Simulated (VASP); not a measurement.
# MoS2 (P-3m1) in VASP: further runs, part 3 of 3

VASP 6.6.1. The steps go on from the part before.

**12. Equation of state, PBEsol, 17.84 Å³/atom (volume scaled by 0.94)**

The input, INCAR:

```
SYSTEM = MoS2
PREC     = Accurate       ! precision mode
ENCUT    = 520            ! plane-wave cutoff, eV
EDIFF    = 1E-7           ! SCF threshold, eV
ISMEAR   = -1             ! smearing method
SIGMA    = 0.05           ! smearing width, eV
LREAL    = .False.        ! projectors in reciprocal space
LASPH    = .True.         ! aspherical terms in the spheres
NELM     = 80             ! most SCF steps
ALGO     = Normal         ! electronic algorithm
ISIF     = 2              ! what is computed and relaxed
LWAVE    = .False.        ! write WAVECAR
LCHARG   = .False.        ! write CHGCAR
GGA      = PS             ! functional
NBANDS   = 20             ! bands
```

The input, KPOINTS:

```
regular mesh
0
Gamma
  9 9 4
  0 0 0
```

The input, POSCAR:

```
MoS2
1.0
    3.1615794509      0.0000000000      0.0000000000
   -1.5807897255      2.7380081205      0.0000000000
    0.0000000000      0.0000000000      6.1836112739
Mo S
1 2
Direct
    0.0000000000      0.0000000000      0.5000000000
    0.6666666667      0.3333333333      0.7446806800
    0.3333333333      0.6666666667      0.2553193200
```

Potentials or basis: VASP PAW PBE potentials, release 64 (Mo_sv, S).

Run with:

```bash
> cat potpaw_PBE.64/Mo_sv/POTCAR potpaw_PBE.64/S/POTCAR > POTCAR
> mpirun -np 1 vasp_std > vasp.out
```

Wall time 34 s (1 thread of Intel Xeon Platinum 8488C (Sapphire Rapids), shared host); peak memory 0.18 GiB.

It converged, with:

* Free energy: -22.5569 eV
* Pressure: 5.5 GPa
* Largest force: 1.091 eV/Å
* Band gap on the k mesh: none (metal or under the smearing width)

Caveat: the PAW data sets were made with another functional, which shifts forces and pressure a little; this functional lacks dispersion, which binds the layers, so the pressure and a relaxed spacing across them are unreliable.

**13. Equation of state, PBEsol, 18.22 Å³/atom (volume scaled by 0.96)**

INCAR is that of step 12.

KPOINTS is that of step 12.

The input, POSCAR:

```
MoS2
1.0
    3.1838448285      0.0000000000      0.0000000000
   -1.5919224143      2.7572905031      0.0000000000
    0.0000000000      0.0000000000      6.2271592669
Mo S
1 2
Direct
    0.0000000000      0.0000000000      0.5000000000
    0.6666666667      0.3333333333      0.7446806800
    0.3333333333      0.6666666667      0.2553193200
```

Run with:

```bash
> cat potpaw_PBE.64/Mo_sv/POTCAR potpaw_PBE.64/S/POTCAR > POTCAR
> mpirun -np 1 vasp_std > vasp.out
```

It took 31 s on 1 thread of Intel Xeon Platinum 8488C (Sapphire Rapids), shared host; peak memory 0.19 GiB.

The run converged. Its results:

| Quantity | Value |
| --- | --- |
| Free energy | -22.5848 eV |
| Pressure | 2.2 GPa |
| Largest force | 0.708 eV/Å |
| Band gap on the k mesh | none (metal or under the smearing width) |

Caveat: the PAW data sets were made with another functional, which shifts forces and pressure a little; this functional lacks dispersion, which binds the layers, so the pressure and a relaxed spacing across them are unreliable.

**14. Equation of state, PBEsol, 18.60 Å³/atom (volume scaled by 0.98)**

INCAR is that of step 13.

KPOINTS is that of step 13.

The input, POSCAR:

```
MoS2
1.0
    3.2058030729      0.0000000000      0.0000000000
   -1.6029015365      2.7763069006      0.0000000000
    0.0000000000      0.0000000000      6.2701065500
Mo S
1 2
Direct
    0.0000000000      0.0000000000      0.5000000000
    0.6666666667      0.3333333333      0.7446806800
    0.3333333333      0.6666666667      0.2553193200
```

Run with:

```bash
> cat potpaw_PBE.64/Mo_sv/POTCAR potpaw_PBE.64/S/POTCAR > POTCAR
> mpirun -np 1 vasp_std > vasp.out
```

It took 32 s on 1 thread of Intel Xeon Platinum 8488C (Sapphire Rapids), shared host; peak memory 0.19 GiB.

It converged, with:

| Property | Result |
| --- | --- |
| Free energy | -22.5902 eV |
| Pressure | -0.8 GPa |
| Largest force | 0.354 eV/Å |
| Band gap on the k mesh | none (metal or under the smearing width) |

Caveat: the PAW data sets were made with another functional, which shifts forces and pressure a little; this functional lacks dispersion, which binds the layers, so the pressure and a relaxed spacing across them are unreliable.

**15. Equation of state, PBEsol, 19.36 Å³/atom (volume scaled by 1.02)**

INCAR is that of step 14.

KPOINTS is that of step 14.

The input, POSCAR:

```
MoS2
1.0
    3.2488391220      0.0000000000      0.0000000000
   -1.6244195610      2.8135772124      0.0000000000
    0.0000000000      0.0000000000      6.3542790981
Mo S
1 2
Direct
    0.0000000000      0.0000000000      0.5000000000
    0.6666666667      0.3333333333      0.7446806800
    0.3333333333      0.6666666667      0.2553193200
```

Potentials or basis: VASP PAW PBE potentials, release 64 (Mo_sv, S).

Run with:

```bash
> cat potpaw_PBE.64/Mo_sv/POTCAR potpaw_PBE.64/S/POTCAR > POTCAR
> mpirun -np 1 vasp_std > vasp.out
```

Wall time 33 s (1 thread of Intel Xeon Platinum 8488C (Sapphire Rapids), shared host); peak memory 0.19 GiB.

The run converged. Its results:

* Free energy: -22.5429 eV
* Pressure: -5.8 GPa
* Largest force: 0.277 eV/Å
* Band gap on the k mesh: none (metal or under the smearing width)

Caveat: the PAW data sets were made with another functional, which shifts forces and pressure a little; this functional lacks dispersion, which binds the layers, so the pressure and a relaxed spacing across them are unreliable.

**16. Equation of state, PBEsol, 19.74 Å³/atom (volume scaled by 1.04)**

INCAR is that of step 15.

KPOINTS is that of step 15.

The input, POSCAR:

```
MoS2
1.0
    3.2699360711      0.0000000000      0.0000000000
   -1.6349680355      2.8318477062      0.0000000000
    0.0000000000      0.0000000000      6.3955418068
Mo S
1 2
Direct
    0.0000000000      0.0000000000      0.5000000000
    0.6666666667      0.3333333333      0.7446806800
    0.3333333333      0.6666666667      0.2553193200
```

Run with:

```bash
> cat potpaw_PBE.64/Mo_sv/POTCAR potpaw_PBE.64/S/POTCAR > POTCAR
> mpirun -np 1 vasp_std > vasp.out
```

Wall time 36 s (1 thread of Intel Xeon Platinum 8488C (Sapphire Rapids), shared host); peak memory 0.19 GiB.

The run converged. Its results:

* Free energy: -22.4941 eV
* Pressure: -8.0 GPa
* Largest force: 0.559 eV/Å
* Band gap on the k mesh: none (metal or under the smearing width)

Caveat: the PAW data sets were made with another functional, which shifts forces and pressure a little; this functional lacks dispersion, which binds the layers, so the pressure and a relaxed spacing across them are unreliable.

**17. Equation of state, PBEsol, 20.12 Å³/atom (volume scaled by 1.06)**

INCAR is that of step 16.

KPOINTS is that of step 16.

The input, POSCAR:

```
MoS2
1.0
    3.2907642509      0.0000000000      0.0000000000
   -1.6453821255      2.8498854391      0.0000000000
    0.0000000000      0.0000000000      6.4362788402
Mo S
1 2
Direct
    0.0000000000      0.0000000000      0.5000000000
    0.6666666667      0.3333333333      0.7446806800
    0.3333333333      0.6666666667      0.2553193200
```

Run with:

```bash
> cat potpaw_PBE.64/Mo_sv/POTCAR potpaw_PBE.64/S/POTCAR > POTCAR
> mpirun -np 1 vasp_std > vasp.out
```

Run time: 34 s. Hardware: 1 thread of Intel Xeon Platinum 8488C (Sapphire Rapids), shared host; peak memory 0.19 GiB.

It converged, with:

```
Free energy            : -22.4310 eV
Pressure               : -9.9 GPa
Largest force          : 0.820 eV/Å
Band gap on the k mesh : none (metal or under the smearing width)
```

Caveat: the PAW data sets were made with another functional, which shifts forces and pressure a little; this functional lacks dispersion, which binds the layers, so the pressure and a relaxed spacing across them are unreliable.

**18. Single point, PBEsol (atoms moved at random, drawn with an rms of 0.05 Å)**

INCAR is that of step 17.

KPOINTS is that of step 17.

The input, POSCAR:

```
MoS2
1.0
    3.2274645616      0.0000000000      0.0000000000
   -1.6137322808      2.7950663001      0.0000000000
    0.0000000000      0.0000000000      6.3124734200
Mo S
1 2
Direct
   -0.0059710000     -0.0182670000      0.4992970000
    0.6556410000      0.3222370000      0.7482370000
    0.3338080000      0.6868770000      0.2525640000
```

Potentials or basis: VASP PAW PBE potentials, release 64 (Mo_sv, S).

Run with:

```bash
> cat potpaw_PBE.64/Mo_sv/POTCAR potpaw_PBE.64/S/POTCAR > POTCAR
> mpirun -np 1 vasp_std > vasp.out
```

OUTCAR:

```text
SYSTEM = MoS2
   PREC = Accurate
   ENCUT = 520
   EDIFF = 1E-7
   ISMEAR = -1
   LREAL = .False.
   LASPH = .True.
   NELM = 80
   ISIF = 2
   GGA = PS

 ion  position               nearest neighbor table
   1  0.994  0.982  0.499-   3 2.36   3 2.42   2 2.42   2 2.43   2 2.46   3 2.51
   2  0.656  0.322  0.748-   1 2.42   1 2.43   1 2.46
   3  0.334  0.687  0.253-   1 2.36   1 2.42   1 2.51

  LATTYP: Found a hexagonal cell.
 ALAT       =     3.2274645616
 C/A-ratio  =     1.9558614199

  Lattice vectors:
[... 743 lines left out ...]

  FORCE on cell =-STRESS in cart. coord.  units (eV):
  Direction    XX          YY          ZZ          XY          YZ          ZX
  --------------------------------------------------------------------------------------
  -------------------------------------------------------------------------------------
  Total       -1.6676669     -2.3057467     -1.1631934     -0.1500114      0.9660884     -0.2309142
  in kB      -46.9209444    -64.8737518    -32.7272373     -4.2206724     27.1815548     -6.4969270
  external PRESSURE =     -48.1739778 kB  Pullay stress =       0.0000000 kB

 VOLUME and BASIS-vectors are now :
 -----------------------------------------------------------------------------
  energy-cutoff  :      520.00
  volume of cell :       56.94
      direct lattice vectors                 reciprocal lattice vectors
     3.227464562  0.000000000  0.000000000     0.309840737  0.178886633  0.000000000
    -1.613732281  2.795066300  0.000000000     0.000000000  0.357773266  0.000000000
     0.000000000  0.000000000  6.312473420     0.000000000  0.000000000  0.158416509

 POSITION                                       TOTAL-FORCE (eV/Angst)
 -----------------------------------------------------------------------------------
      1.62394      2.74401      3.15180        -0.255528      0.372808      0.260803
      1.59605      0.90067      4.72323         0.052171      0.130537     -0.373405
     -0.03108      1.91987      1.59430         0.203356     -0.503345      0.112602
 -----------------------------------------------------------------------------------
    total drift:                               -0.000175      0.000088      0.000151

  FREE ENERGIE OF THE ION-ELECTRON SYSTEM (eV)
  ---------------------------------------------------
  free  energy   TOTEN  =       -22.5395635819 eV

  energy  without entropy=      -22.5308088268  energy(sigma->0) =      -22.53518620
```

stdout:

```text
POSCAR found type information on POSCAR MoS
 POSCAR found :  2 types and       3 ions
 scaLAPACK will be used
 -----------------------------------------------------------------------------
|                                                                             |
|                                                                             |
|     You enforced a specific xc type in the INCAR file but a different       |
|     I HOPE YOU KNOW WHAT YOU ARE DOING!                                     |
|                                                                             |
 -----------------------------------------------------------------------------

 LDA part: xc-table for (Slater+PW92), standard interpolation
 POSCAR, INCAR and KPOINTS ok, starting setup
 FFT: planning ... GRIDC
 FFT: planning ... GRID_SOFT
 FFT: planning ... GRID
 WAVECAR not read
 entering main loop
```

Run time: 2.2 min. Hardware: 1 thread of Intel Xeon Platinum 8488C (Sapphire Rapids), shared host; peak memory 0.29 GiB.

Results:

| Item | Value |
| --- | --- |
| Free energy | -22.5396 eV |
| Pressure | -4.8 GPa |
| Largest force | 0.554 eV/Å |
| Band gap on the k mesh | none (metal or under the smearing width) |

Forces in eV/Å, atoms in the order of the input:
```
Mo  -0.256  0.373  0.261
S    0.052  0.131 -0.373
S    0.203 -0.503  0.113
```

Stress tensor (GPa, compression positive):
```
-4.69 -0.42 -0.65
-0.42 -6.49  2.72
-0.65  2.72 -3.27
```

Caveat: the PAW data sets were made with another functional, which shifts forces and pressure a little.

**19. Equation of state, PBEsol**

Potentials or basis: VASP PAW PBE potentials, release 64 (Mo_sv, S).

No new run: the results of the series are fitted here.

Results:

| Property | Result |
| --- | --- |
| Equilibrium volume | 18.51 Å³/atom |
| Bulk modulus at fixed shape and positions | 141 GPa |
| Pressure derivative of the bulk modulus | 4.4 |

Energy against volume, from the lowest point:
| volume (Å³/atom) | energy (meV/atom) |
| --- | --- |
| 17.843 | 11.09 |
| 18.222 | 1.80 |
| 18.602 | 0.00 |
| 18.982 | 4.89 |
| 19.361 | 15.78 |
| 19.741 | 32.02 |
| 20.120 | 53.07 |

Caveat: the cell was scaled at fixed shape and fractional positions, which overstates the stiffness of a crystal with free parameters, most of all of layers and chains; the PAW data sets were made with another functional, which shifts forces and pressure a little; this functional lacks dispersion, which binds the layers, so the pressure and a relaxed spacing across them are unreliable.

**20. The runs side by side**

```tsv
task	level	cell	ladder	gap on the mesh (eV)	pressure (GPa)	V0 of scaled cells (Å³/atom)	B0 (GPa)	largest force (eV/Å)
single point	PBE	as given	-	none	1.0	-	-	0.28
single point	PBE	atoms moved at random, drawn with an rms of 0.05 Å	-	none	-0.4	-	-	0.56
equation of state	PBE	as given	-	-	-	19.13	129	-
single point	PBEsol	as given	free	none	-3.4	-	-	0.03
single point	PBEsol	atoms moved at random, drawn with an rms of 0.05 Å	free	none	-4.8	-	-	0.55
equation of state	PBEsol	as given	free	-	-	18.51	141	-
```

Alike in all rows: potentials or basis VASP PAW PBE potentials, release 64 (Mo_sv, S); no spin polarisation; k mesh 9 × 9 × 4; cutoff (eV) 520; smearing fermi-dirac 0.05 eV.

Caveats: this functional lacks dispersion, which binds the layers, so the pressure and a relaxed spacing across them are unreliable (some runs); the PAW data sets were made with another functional, which shifts forces and pressure a little (some runs); the cell was scaled at fixed shape and fractional positions, which overstates the stiffness of a crystal with free parameters, most of all of layers and chains (some runs).

Total energies depend on the potentials used, so only differences within one code and one set of settings carry meaning.
